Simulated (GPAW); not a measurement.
**Os in GPAW: convergence with k mesh**

Input of the first run (k mesh 3 × 3 × 2); the others differ in this setting and in those tied to it:

The input run.py:

```python
from ase import Atoms
from ase.dft.bandgap import bandgap
from ase.io import write
from ase.units import GPa
from gpaw import GPAW, PW, setup_paths

setup_paths.insert(0, '.')

atoms = Atoms(['Os', 'Os'],
              cell=[[2.7341, 0.0, 0.0],
                    [-1.36705, 2.3678000565, 0.0],
                    [0.0, 0.0, 4.3197]],
              scaled_positions=[[0.6666666667, 0.3333333333, 0.75],
                                [0.3333333333, 0.6666666667, 0.25]],
              pbc=True)

calc = GPAW(mode=PW(600),
            xc='PBE',
            kpts={'size': (3, 3, 2), 'gamma': True},
            occupations={'name': 'fermi-dirac', 'width': 0.05},
            setups={'Os': 'jth'},
            nbands=-13,
            convergence={'density': 1e-05, 'energy': 1e-05},
            maxiter=100,
            txt='gpaw.txt')
atoms.calc = calc
energy = atoms.get_potential_energy()
forces = atoms.get_forces()
stress = atoms.get_stress()
calc.write('gs.gpw')
write('result.traj', atoms)
print(f'Energy: {energy:.6f} eV')
print('Forces (eV/A):')
print(forces.round(4))
print('Stress (GPa):', (stress / GPa).round(3))
print('Fermi level:', round(calc.get_fermi_level(), 4), 'eV')
print(f'Gap: {bandgap(calc)[0]:.4f} eV, direct: {bandgap(calc, direct=True)[0]:.4f} eV')
```

Potentials or basis: JTH PAW 2.0, PBE, pw.

Run with:

```console
$ OMP_NUM_THREADS=1 python run.py
```

Hardware: 1 thread of Intel(R) Xeon(R) Platinum 8259CL CPU @ 2.50GHz (Skylake/Cascade Lake) (shared host).

| k mesh | energy less the tightest run, at zero smearing (meV/atom) | pressure (GPa) | SCF cycles | CPU time (s) | peak memory (GiB) |
| --- | --- | --- | --- | --- | --- |
| 3 × 3 × 2 | 498.65 | 17.57 | 10 | 4.6 | 0.13 |
| 4 × 4 × 2 | -118.58 | 4.64 | 11 | 5.3 | 0.13 |
| 5 × 5 × 3 | 62.56 | 8.74 | 9 | 5.6 | 0.13 |
| 6 × 6 × 3 | 69.29 | 8.82 | 9 | 6.8 | 0.14 |
| 7 × 7 × 4 | 39.70 | 8.56 | 9 | 9.5 | 0.14 |
| 8 × 8 × 5 | -28.40 | 7.29 | 9 | 12 | 0.15 |
| 10 × 10 × 6 | 12.17 | 7.92 | 9 | 20 | 0.16 |
| 12 × 12 × 7 | -1.84 | 7.78 | 9 | 29 | 0.18 |
| 15 × 15 × 8 | 0.00 | 7.80 | 9 | 49 | 0.22 |

Against the tightest run, the pressure stays within 0.1 GPa from 12 × 12 × 7 on. Not settled before the last step: the energy (to 1 meV/atom). Meshes of other sizes hit other points, so gaps and Fermi surfaces needn't settle smoothly. The tightest run that finished is the yardstick and may itself not be fully converged.

Caveat, for the tightest run too: the program truncates these outside data sets. The run has no spin-orbit coupling, so splittings on Os are missing.
